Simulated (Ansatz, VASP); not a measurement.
Ni: VASP beside Ansatz

```xyz
2
Lattice="0.0000 2.5511 2.5511 2.5511 0.0000 2.5511 2.5511 2.5511 0.0000" Properties=species:S:1:pos:R:3 pbc="T T T"
Ni    2.5511    2.5511    2.5511
Ni    3.8266    3.8266    3.8266
```

Alike in both runs: functional PBE; k mesh 6 × 6 × 6; occupations gaussian, width 0.1 eV; collinear spin.

Ansatz relaxed the structure, and its values are those at the end. VASP's run is a single point on that final structure, the one shown.

```csv
,VASP,Ansatz
version,VASP 6.6.1,Ansatz 0.2.0
potentials or method,"VASP PAW PBE potentials, release 64 (Ni)","scalar-relativistic, plane waves, PAW"
plane-wave cutoff (eV),520,420
valence electrons in the cell,20,36
```

|  | VASP | Ansatz | Ansatz less VASP |
| --- | --- | --- | --- |
| gap on the k mesh at the Fermi level (eV) | none | none | - |
| pressure (GPa) | 0.0 | 0.1 | +0.02 |
| net moment per atom (μB) | 0.81 | 0.82 | +0.008 |
| size of the moment on the site where the two differ most (μB) | 0.81 | 0.85 | +0.040 |

Site moments also hang on the region over which each program counts them. A gap of «none» marks a metal or a gap that the smearing closes. The two sets of potentials don't hold the same shells in valence.
